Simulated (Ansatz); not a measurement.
**Se: eigenvalues along the path**

```xyz
3
Lattice="4.4518 0.0000 0.0000 -2.2259 3.8554 0.0000 0.0000 0.0000 5.0508" Properties=species:S:1:pos:R:3 pbc="T T T"
Se    1.0034    0.0000    1.6836
Se   -0.5017    0.8690    3.3672
Se    1.7242    2.9864    0.0000
```

Atom numbers follow the list: Se1, Se2, Se3.

The cell is COD entry 9012501, as deposited and not checked against the literature; nothing was relaxed. The listed cell was then made from it by scaling, straining or moving an atom.

Computed with DFT, PBEsol, all-electron LAPW, scalar-relativistic (Ansatz 0.2.0).

Numerical set-up: a Γ-centred 6×6×5 k mesh, Fermi–Dirac smearing of 0.03 eV, basis error target 1 meV/atom, no spin polarisation.

Path points, in fractions of the reciprocal vectors: Γ (0.000, 0.000, 0.000), M (0.500, 0.000, 0.000), K (0.333, 0.333, 0.000), A (0.000, 0.000, 0.500), L (0.500, 0.000, 0.500), H (0.333, 0.333, 0.500). Levels in eV from the valence-band top; bands 28 to 42, counted from the lowest band of the run. The gap is 0.93 eV, indirect from L (0.5, 0, 0.5) to H (0.333, 0.333, 0.5).

```
# k(1/Å) point b28 b29 b30 b31 b32 b33 b34 b35 b36 b37 b38 b39 b40 b41 b42
0.000 Γ -15.39 -11.59 -11.59 -3.67 -3.67 -3.50 -1.83 -1.83 -0.33 1.77 1.77 2.11 5.85 6.50 6.50
0.163 - -15.35 -11.62 -11.59 -3.97 -3.79 -3.39 -1.82 -1.65 -0.39 1.70 1.77 2.20 5.92 6.45 6.75
0.326 - -15.25 -11.71 -11.58 -4.36 -4.02 -3.37 -1.82 -1.49 -0.59 1.74 1.81 2.46 6.05 6.18 7.43
0.489 - -15.12 -11.85 -11.57 -4.64 -4.24 -3.38 -2.01 -1.57 -0.76 1.82 2.00 2.94 5.76 6.42 8.22
0.652 - -15.00 -11.98 -11.57 -4.77 -4.39 -3.31 -2.44 -1.62 -0.86 1.84 2.17 3.54 5.43 7.05 9.03
0.815 M -14.95 -12.03 -11.56 -4.80 -4.45 -3.21 -2.71 -1.64 -0.89 1.84 2.22 3.83 5.32 7.50 9.63
0.909 - -14.94 -12.02 -11.58 -4.79 -4.47 -3.17 -2.71 -1.70 -0.96 1.91 2.32 3.80 5.39 7.43 9.31
1.003 - -14.93 -12.00 -11.63 -4.77 -4.52 -3.08 -2.70 -1.86 -1.12 2.10 2.56 3.71 5.58 7.27 8.83
1.097 - -14.91 -11.95 -11.69 -4.73 -4.58 -2.94 -2.68 -2.09 -1.29 2.38 2.83 3.59 5.79 7.18 8.39
1.191 - -14.90 -11.90 -11.77 -4.69 -4.63 -2.78 -2.67 -2.35 -1.41 2.67 2.97 3.51 5.90 7.29 7.97
1.285 K -14.89 -11.84 -11.84 -4.66 -4.66 -2.63 -2.63 -2.57 -1.45 2.89 2.89 3.50 5.92 7.59 7.59
1.473 - -14.93 -11.91 -11.72 -4.69 -4.61 -2.99 -2.44 -2.19 -1.33 2.50 2.89 3.35 5.86 6.94 8.51
1.662 - -15.05 -11.86 -11.63 -4.63 -4.48 -3.19 -2.13 -1.76 -1.06 2.13 2.41 2.96 5.79 6.53 8.17
1.850 - -15.21 -11.74 -11.59 -4.42 -4.19 -3.29 -1.90 -1.47 -0.70 1.84 1.89 2.53 5.86 6.41 7.52
2.038 - -15.34 -11.63 -11.59 -4.02 -3.84 -3.37 -1.83 -1.61 -0.41 1.69 1.78 2.23 5.92 6.46 6.81
2.226 Γ -15.39 -11.59 -11.59 -3.67 -3.67 -3.50 -1.83 -1.83 -0.33 1.77 1.77 2.11 5.85 6.50 6.50
2.351 - -15.34 -12.19 -11.00 -3.87 -3.52 -3.48 -1.85 -1.72 -0.40 1.70 1.70 2.01 6.09 6.53 6.78
2.475 - -15.21 -12.79 -10.46 -4.10 -3.41 -3.39 -1.79 -1.51 -0.60 1.50 1.55 1.78 6.70 6.87 6.92
2.599 - -14.99 -13.35 -10.02 -4.33 -3.32 -3.29 -1.69 -1.27 -0.87 1.29 1.40 1.52 6.62 7.12 7.50
2.724 - -14.69 -13.86 -9.72 -4.50 -3.24 -3.21 -1.56 -1.14 -1.07 1.17 1.30 1.31 6.43 7.10 7.64
2.848 A -14.31 -14.31 -9.61 -4.56 -3.19 -3.19 -1.38 -1.38 -0.99 1.18 1.18 1.26 6.36 7.28 7.28
3.011 - -14.29 -14.28 -9.70 -4.63 -3.32 -3.30 -1.41 -1.36 -1.01 1.27 1.36 1.51 6.42 6.96 7.55
3.174 - -14.22 -14.19 -9.92 -4.84 -3.64 -3.53 -1.49 -1.19 -1.02 1.46 1.69 2.15 6.56 6.67 7.74
3.337 - -14.15 -14.07 -10.20 -5.15 -3.93 -3.77 -1.61 -1.15 -0.70 1.61 2.12 2.62 6.34 7.12 7.83
3.500 - -14.08 -13.96 -10.42 -5.42 -4.11 -3.94 -1.70 -1.20 -0.24 1.61 2.47 2.78 6.23 7.63 8.35
3.663 L -14.05 -13.91 -10.51 -5.52 -4.16 -4.00 -1.74 -1.23 0.00 1.54 2.60 2.80 6.20 7.84 8.70
3.757 - -14.05 -13.91 -10.52 -5.51 -4.22 -4.08 -1.61 -1.18 0.00 1.50 2.59 2.79 6.21 7.80 8.77
3.851 - -14.03 -13.91 -10.53 -5.47 -4.35 -4.25 -1.29 -1.08 -0.01 1.39 2.57 2.74 6.28 7.76 8.85
3.945 - -14.00 -13.92 -10.56 -5.43 -4.50 -4.43 -0.97 -0.87 -0.04 1.21 2.55 2.69 6.40 7.78 8.64
4.039 - -13.97 -13.93 -10.58 -5.39 -4.61 -4.56 -0.89 -0.46 -0.09 1.02 2.55 2.64 6.54 7.87 8.47
4.134 H -13.94 -13.94 -10.59 -5.37 -4.63 -4.63 -0.87 -0.20 -0.20 0.93 2.58 2.58 6.61 7.92 8.48
4.322 - -14.00 -13.94 -10.53 -5.36 -4.54 -4.42 -0.94 -0.53 -0.41 1.23 2.47 2.73 6.41 7.71 8.19
4.510 - -14.09 -14.02 -10.31 -5.20 -4.20 -4.06 -1.10 -0.88 -0.87 1.43 2.31 2.73 6.25 7.25 8.03
4.698 - -14.20 -14.15 -10.00 -4.91 -3.74 -3.69 -1.30 -1.22 -1.02 1.37 1.95 2.30 6.44 6.76 8.02
4.886 - -14.28 -14.27 -9.72 -4.66 -3.35 -3.34 -1.40 -1.36 -1.01 1.25 1.47 1.57 6.44 6.88 7.63
5.074 A -14.31 -14.31 -9.61 -4.56 -3.19 -3.19 -1.38 -1.38 -0.99 1.18 1.18 1.26 6.36 7.28 7.28
```
